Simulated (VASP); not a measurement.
Here is a VASP 6.6.1 calculation.

File INCAR:

```
  PREC = Accurate
  ENCUT = 520
  EDIFF = 1E-6
  ISMEAR = 0
  SIGMA = 0.02
  LREAL = F
  LASPH = T
  NELM = 100
  ALGO = Normal
  ISIF = 2
  LWAVE = F
  LCHARG = F
  GGA = PE
  NBANDS = 26
```

The input KPOINTS:

```
regular mesh
0
Gamma
  6 6 6
```

POSCAR

```
AlN
1.0
    4.4031742011      0.0000000000      0.0000000000
    0.0000000000     -4.4031742011      0.0000000000
    0.0000000000      0.0000000000     -4.4031742011
Al N
4 4
Direct
    0.5000000000      0.5000000000      1.0000000000
    0.0000000000      0.0000000000      1.0000000000
    0.0000000000      0.5000000000      0.5000000000
    0.5000000000      0.0000000000      0.5000000000
    0.7500000000      0.7500000000      0.7500000000
    0.2500000000      0.2500000000      0.7500000000
    0.2500000000      0.7500000000      0.2500000000
    0.7500000000      0.2500000000      0.2500000000
```

Potentials or basis: VASP PAW PBE potentials, release 64 (Al, N).

The run is started by

```console
$ cat potpaw_PBE.64/Al/POTCAR potpaw_PBE.64/N/POTCAR > POTCAR
$ mpirun -np 1 vasp_std > vasp.out
```

**Question.** What does it give for the band gap on the k mesh?

**Answer.** 3.31 eV.

**Question.** Predict the pressure.

**Answer.** -0.3 GPa.

A k mesh can miss the band edges.
